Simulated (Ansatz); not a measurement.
A run of Ansatz 0.2.0 is set up as follows.

The input input.yaml:

```yaml
crystal:
  lattice:
    - [2.76919, 0.0, 0.0]
    - [0.0, 2.76919, 0.0]
    - [0.0, 0.0, 2.76919]
  atoms:
    - { symbol: Al, position: [0.5, 0.5, 0.5] }
    - { symbol: O, position: [0.0, 0.0, 0.0] }
hamiltonian:
  xc: pbe
  pseudopotentials: { kind: paw }
kpoints:
  mp_grid: { grid: [10, 10, 10] }
scf:
  occupations: { method: fermi_dirac, width: 0.05 }
output:
  forces: true
  stress: true
  eigenvalues: true
relax:
  f_tol: 0.01
  max_steps: 40
  cell: { stress_tol: 0.05, p_target: 20.0 }
```

Potentials or basis: Ansatz PAW.

Command:

```console
$ ansatz run input.yaml --threads 2 --pin off --max-ram 5632MiB --backend cpu --events-out ev --progress --plain --runs-dir out
```

**Question.** Estimate the relaxed cell.

**Answer.** a = 2.659 Å, b = 2.659 Å, c = 2.659 Å, α = 90.00°, β = 90.00°, γ = 90.00°.

**Question.** Predict the relaxed volume.

**Answer.** 9.40 Å³/atom.

Step by step:
| step | energy change (eV) | largest force (eV/Å) | volume (Å³) |
| --- | --- | --- | --- |
| 1 | 0.0000 | 0.0000 | 21.24 |
| 2 | 0.1032 | 0.0000 | 19.06 |
| 3 | 0.1305 | 0.0000 | 18.82 |
| 4 | 0.1268 | 0.0000 | 18.85 |
| 5 | 0.1319 | 0.0000 | 18.85 |
| 6 | 0.1379 | 0.0000 | 18.80 |
| 7 | 0.1381 | 0.0000 | 18.80 |

Caveat: the plane-wave basis is chosen anew once the cell has moved, so the energies of steps on either side of that aren't comparable; the pressure holds a Pulay correction of +0.7 GPa for the finite cutoff; an odd number of electrons without spin polarisation forces a metal; a magnetic or distorted state may lie lower.
